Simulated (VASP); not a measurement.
Runs of VASP 6.6.1 on CsI. It takes space group Pm-3m (No. 221, cubic). Conventional cell: a = 4.503 Å, b = 4.503 Å, c = 4.503 Å, α = 90.00°, β = 90.00°, γ = 90.00°. Cs (site symmetry m-3m) has 8 I at 3.90 Å as nearest neighbours. I (site symmetry m-3m) is surrounded by 8 Cs at 3.90 Å. 

```csv
task,potentials or basis,cell,k mesh,cutoff (eV),smearing,gap on the mesh (eV),pressure (GPa)
single point,"VASP PAW PBE potentials, release 64 (Cs_sv, I)","Pm-3m, 45.66 Å³/atom",6 × 6 × 6,520,gaussian 0.02 eV,(b),0.1
single point,"VASP PAW PBE potentials, release 64 (Cs_sv, Br)","I replaced by Br, lengths x 0.970, strained and moved within the space group",4 × 4 × 4,520,gaussian 0.1 eV,3.93,(a)
single point,"VASP PAW PBE potentials, release 64 (Cs_sv, I)","Pm-3m, 47.62 Å³/atom",4 × 4 × 4,520,gaussian 0.1 eV,3.70,-0.4
relaxation of cell and atoms,"VASP PAW PBE potentials, release 64 (Cs_sv, I)",relaxed,6 × 6 × 6,600,gaussian 0.02 eV,3.82,0.0
```

Alike in all rows: level PBEsol; no spin polarisation.

Q: Estimate the missing entries.

A: (a) -1.5; (b) 3.84.

Caveats: the PAW data sets were made with another functional, which shifts forces and pressure a little; spin-orbit coupling is left out, which moves the levels of the heavy elements.

A k mesh can miss the band edges, and the runs leave out spin-orbit coupling on Cs, I.
